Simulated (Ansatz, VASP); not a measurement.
Ir: VASP beside Ansatz

File INCAR:

```
SYSTEM = Ir
ALGO = Normal
EDIFF = 1E-6
EDIFFG = -0.04
ENCUT = 600
GGA = PS
IBRION = 2
ISIF = 3
ISMEAR = 0
LASPH = .TRUE.
LCHARG = .FALSE.
LREAL = .FALSE.
LWAVE = .FALSE.
NELM = 80
NSW = 90
PREC = Accurate
SIGMA = 0.1
```

File KPOINTS:

```
k-points
0
G
  6 6 4
  0 0 0
```

Contents of POSCAR:

```
Ir
1.0
    2.0711241040     -3.5101712706      0.0000000000
    2.0711241040      3.5101712706      0.0000000000
    0.0000000000      0.0000000000      4.1477581044
Ir
4
Direct
    0.1525000000      0.8475000000      0.0785000000
    0.6525000000      0.3475000000      0.4215000000
    0.8475000000      0.1525000000      0.9215000000
    0.3475000000      0.6525000000      0.5785000000
```

Input for Ansatz:

```yaml
crystal:
  lattice:
    - [2.071124104, -3.5101712706, 0.0]
    - [2.071124104, 3.5101712706, 0.0]
    - [0.0, 0.0, 4.1477581044]
  atoms:
    - { symbol: Ir, position: [0.1525, 0.8475, 0.0785] }
    - { symbol: Ir, position: [0.6525, 0.3475, 0.4215] }
    - { symbol: Ir, position: [0.8475, 0.1525, 0.9215] }
    - { symbol: Ir, position: [0.3475, 0.6525, 0.5785] }
basis:
  ecutwfc: 420
kpoints:
  mp_grid: { grid: [6, 6, 4] }
hamiltonian:
  xc: pbesol
scf:
  occupations: { method: gaussian, width: 0.1 }
  lower_state_search: "off"
output:
  forces: true
  stress: true
  eigenvalues: true
relax:
  adjacent_minimum: "off"
  f_tol: 0.04
  max_steps: 70
  cell: { stress_tol: 0.4 }
```

Alike in both runs: task relaxation of cell and atoms; functional PBEsol; k mesh 6 × 6 × 4; occupations gaussian, width 0.1 eV; no spin polarisation.

|  | VASP | Ansatz |
| --- | --- | --- |
| version | VASP 6.6.1 | Ansatz 0.2.0 |
| potentials or method | VASP PAW PBE potentials, release 64 (Ir) | scalar-relativistic, plane waves, PAW |
| plane-wave cutoff (eV) | 600 | 420 |
| valence electrons in the cell | 36 | 68 |

Ansatz gave:

```
gap on the k mesh at the Fermi level, each at its own relaxed structure (eV) : none
relaxed volume (Å³/atom)                                                     : 15.55
relaxed cell length with the largest relative difference (Å)                 : 3.817
energy change over the relaxation (meV/atom)                                 : -539
```

Problem. What did VASP give for the same quantities?

Solution. gap on the k mesh at the Fermi level, each at its own relaxed structure (eV): none; relaxed volume (Å³/atom): 15.56; relaxed cell length with the largest relative difference (Å): 3.818; energy change over the relaxation (meV/atom): -538.

A gap of «none» marks a metal or a gap that the smearing closes. The two sets of potentials don't hold the same shells in valence.

Caveats: the k mesh is coarse (spacing up to 0.38 Å⁻¹), so the values aren't converged; the PAW data sets were made with another functional, which shifts forces and pressure a little (VASP). Spin-orbit coupling is left out, which matters for the levels of Ir.
